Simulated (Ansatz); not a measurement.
**In under changes of volume**

One of the cells (26.686 Å³/atom); the others are scaled copies at fixed shape and fractional positions:

```
In
1.0
    -1.88253    1.88253    1.88253
     1.88253   -1.88253    1.88253
     1.88253    1.88253   -1.88253
In
1
Direct
  0.00000 0.00000 0.00000
```

This isn't the form of In at room conditions, which is tetragonal.

```yaml
Program: Ansatz 0.2.0
Functional: PBEsol
Potentials_or_basis: Ansatz PAW
Cutoff: "420 eV (not typed: the program's choice for these potentials)"
k_mesh: 10 × 10 × 10
Occupations: fermi-dirac, width 0.05 eV
Spin: no spin polarisation
```

| volume (Å³/atom) | energy over the lowest point (meV/atom) | pressure (GPa) |
| --- | --- | --- |
| 25.085 | ? | ? |
| 25.618 | 0.00 | 0.3 |
| 26.152 | 0.73 | -0.6 |
| 26.686 | 3.97 | -1.3 |
| 27.220 | 9.48 | -2.0 |
| 27.753 | 17.01 | -2.6 |
| 28.287 | 26.40 | -3.1 |

Question: What does the run at 25.085 Å³/atom give?

Answer: Energy over the lowest point 2.18 meV/atom; pressure 1.2 GPa.

Worked out: A Birch-Murnaghan fit of order 3 (a polynomial in V^(-2/3)) to the other rows has its minimum at 25.74 Å³/atom with B0 = V·E''(V) = 39 GPa and B' = 4.0. It gives 2.05 meV/atom at 25.085 Å³/atom, against the run's 2.18, and -dE/dV = 1.1 GPa, against 1.2.

Energies are extrapolated to zero smearing.

Caveats: the PAW data sets come from PBE, with cores solved anew for the run's functional, which leaves a small shift of forces and pressure.
